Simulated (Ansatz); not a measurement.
Runs of Ansatz 0.2.0 on Sn. The structure is cubic, space group Fd-3m (No. 227). The conventional cell has a = 6.467 Å, b = 6.467 Å, c = 6.467 Å, α = 90.00°, β = 90.00°, γ = 90.00°. Around Sn (site symmetry -43m) lie 4 Sn at 2.80 Å. This isn't the form of Sn at room conditions, which is tetragonal (white tin).

```tsv
level	cutoff (eV)	gap on the mesh (eV)	pressure (GPa)
PBE	420	none	4.5
PBEsol	420	none	2.2
r2SCAN	500	none	2.8
revPBE	420	none	(a)
HSE06	420	none	2.4
LDA	420	none	(c)
RPBE	420	none	(b)
BLYP	420	none	7.1
```

Alike in all rows: task projected density of states; potentials or basis Ansatz PAW; no spin polarisation; cell as given; k mesh 4 × 4 × 4; smearing fermi-dirac 0.05 eV; the mesh is coarse, so values aren't converged.

Q: Fill in the values left out.

A: (a) 5.5; (b) 5.8; (c) 0.8.

Caveats: all runs use coarse meshes; the density of states is complete only up to the lowest level of the last band computed; the PAW data sets come from PBE, with cores solved anew for the run's functional, which leaves a small shift of forces and pressure (some runs); the thresholds are loose for stress (some runs).

A k mesh can miss the band edges, and the runs leave out spin-orbit coupling on Sn.

A gap of «none» marks a metal or a gap under the smearing width.
